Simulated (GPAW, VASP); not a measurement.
Given: the input of a run of VASP 6.6.1 on C. 

Contents of INCAR:

```
SYSTEM = C
ALGO = Normal ; EDIFF = 1E-6
ENCUT = 520 ; GGA = PE
ISIF = 2 ; ISMEAR = 0
LASPH = .TRUE. ; LCHARG = .FALSE.
LREAL = .FALSE. ; LWAVE = .FALSE.
NELM = 60 ; PREC = Accurate
SIGMA = 0.024
```

KPOINTS

```
k-points
0
G
  13 13 13
  0 0 0
```

Contents of POSCAR:

```
C
1.0
    0.0000000000      1.7833700000      1.7833700000
    1.7833700000      0.0000000000      1.7833700000
    1.7833700000      1.7833700000      0.0000000000
C
2
Direct
    0.7500000000      0.7500000000      0.7500000000
    0.5000000000      0.5000000000      0.5000000000
```

Potentials or basis: VASP PAW PBE potentials, release 64 (C).

The run is started by

```bash
$ cat potpaw_PBE.64/C/POTCAR > POTCAR
$ mpirun -np 1 vasp_std > vasp.out
```

Q: Set up the same calculation for GPAW 26.7.0 (ASE script). Potentials or basis there: GPAW PAW data sets (gpaw-data 1.2.1), cutoff 800 eV.

A: As run (cutoffs and basis follow the program's own potentials, and thresholds, step limits or extra output files can differ):

The input run.py:

```python
from ase.dft.bandgap import bandgap
from ase.io import read, write
from ase.units import GPa
from gpaw import GPAW, PW

atoms = read('C.xyz')

calc = GPAW(mode=PW(800),
            xc='PBE',
            kpts={'size': (13, 13, 13), 'gamma': True},
            occupations={'name': 'methfessel-paxton', 'order': 0, 'width': 0.024},
            nbands=11,
            convergence={'density': 1e-05, 'energy': 1e-05},
            maxiter=150,
            txt='gpaw.txt')
atoms.calc = calc
energy = atoms.get_potential_energy()
forces = atoms.get_forces()
stress = atoms.get_stress()
calc.write('gs.gpw')
write('result.traj', atoms)
print(f'Energy: {energy:.6f} eV')
print('Forces (eV/A):')
print(forces.round(4))
print('Stress (GPa):', (stress / GPa).round(3))
print('Fermi level:', round(calc.get_fermi_level(), 4), 'eV')
print(f'Gap: {bandgap(calc)[0]:.4f} eV, direct: {bandgap(calc, direct=True)[0]:.4f} eV')
```

The input C.xyz:

```xyz
2
Lattice="0.0000000000 1.7833700000 1.7833700000 1.7833700000 0.0000000000 1.7833700000 1.7833700000 1.7833700000 0.0000000000" Properties=species:S:1:pos:R:3 pbc="T T T"
C      2.6750550000      2.6750550000      2.6750550000
C      1.7833700000      1.7833700000      1.7833700000
```

Potentials or basis: GPAW PAW data sets (gpaw-data 1.2.1), pw.

The run is started by

```console
$ OMP_NUM_THREADS=1 python run.py
```

Both were run:

|  | VASP | GPAW |
| --- | --- | --- |
| Pressure | 2.5 GPa | 1.4 GPa |

Pressure is positive in compression.
